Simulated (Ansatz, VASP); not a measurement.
**Pb in VASP and in Ansatz**

```xyz
2
Lattice="3.4800 0.0000 0.0000 -1.7400 3.0138 0.0000 0.0000 0.0000 5.5900" Properties=species:S:1:pos:R:3 pbc="T T T"
Pb    1.7400    1.0046    4.1925
Pb    0.0000    2.0092    1.3975
```

This isn't the form of Pb at room conditions, which is fcc.

Alike in both runs: task relaxation of cell and atoms; functional PBEsol; k mesh 9 × 9 × 5; occupations fermi-dirac, width 0.05 eV; no spin polarisation.

```csv
,VASP,Ansatz
version,VASP 6.6.1,Ansatz 0.2.0
potentials or method,"VASP PAW PBE potentials, release 64 (Pb_d)",Ansatz PAW
plane-wave cutoff (eV),600,420
valence electrons in the cell,28,28
```

Ansatz gave:

| Item | Value |
| --- | --- |
| gap on the k mesh at the Fermi level, each at its own relaxed structure (eV) | none |
| relaxed volume (Å³/atom) | 29.81 |
| relaxed cell length with the largest relative difference (Å) | 5.847 |
| energy change over the relaxation (meV/atom) | -15 |

Q: Which values does VASP return?

A: gap on the k mesh at the Fermi level, each at its own relaxed structure (eV): none; relaxed volume (Å³/atom): 29.80; relaxed cell length with the largest relative difference (Å): 5.845; energy change over the relaxation (meV/atom): -15.

A gap of «none» marks a metal or a gap that the smearing closes.

Caveats: the PAW data sets were made with another functional, which shifts forces and pressure a little (VASP); the plane-wave basis is chosen anew once the cell has moved, so the energies of steps on either side of that aren't comparable (Ansatz); the PAW data sets come from PBE, with cores solved anew for the run's functional, which leaves a small shift of forces and pressure (Ansatz). The runs have no spin-orbit coupling, so splittings on Pb are missing. Zero-point motion and thermal expansion aren't in these numbers.
